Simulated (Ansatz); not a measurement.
# Si₂Ni: pressure against volume

Reference cell: a COD entry, whose atoms a relaxation with PBE at fixed cell left in place.

```xyz
3
Lattice="0.0000 2.7030 2.7030 2.7030 0.0000 2.7030 2.7030 2.7030 0.0000" Properties=species:S:1:pos:R:3 pbc="T T T"
Si    1.3515    1.3515    1.3515
Si    4.0545    4.0545    4.0545
Ni    0.0000    0.0000    0.0000
```

Atom numbers follow the list; atoms alike are taken as one site, whose name carries the number of the first.

Method: Kohn–Sham DFT in Ansatz, PBE, plane waves and PAW, scalar-relativistic, collinear spin, 420 eV cutoff, Γ-centred 15×15×15 k-points, Fermi–Dirac smearing 0.05 eV. Start moments as typed (μB): 1.5 on each Ni, none on the rest.

The cell is scaled uniformly, and the ions relax again at each size.

| V/V₀ | pressure (GPa) |
| --- | --- |
| 0.94 | 14.8 |
| 0.96 | 10.6 |
| 0.98 | 6.7 |
| 1.00 | 3.3 |
| 1.02 | ? |
| 1.04 | -2.5 |
| 1.06 | -4.9 |

(1) Estimate the row at V/V₀ = 1.02, the equilibrium volume and the bulk modulus.

## Answers

(1) pressure (GPa): 0.2. Worked: a parabola in ln(V/V₀) through the other 6 rows gives 0.2 GPa there. It crosses zero pressure at V/V₀ = 1.021, the equilibrium volume of this functional, where the bulk modulus is B = −dP/d ln V = 147 GPa.

The start moments die out, and the run ends without spin.
